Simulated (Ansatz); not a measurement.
Structure types of P were relaxed at one common pressure (all-electron LAPW in Ansatz 0.2.0 under PBE, scalar-relativistic, no spin polarisation, zero temperature). They take these volumes:

```
            type  space group  V (Å³/atom)
             fcc        Fm-3m        12.83
             bcc        Im-3m        12.58
   distorted hcp     P6_3/mmc        13.31
         diamond        Fd-3m        16.40
simple hexagonal       P6/mmm        13.01
              sc        Pm-3m        13.15
```

Question: At about which pressure, and is the densest type also the lowest in enthalpy?

Answer: 15 GPa. The densest is bcc, and it is 553 meV/atom above sc: its gain in pV doesn't pay for its higher energy here.
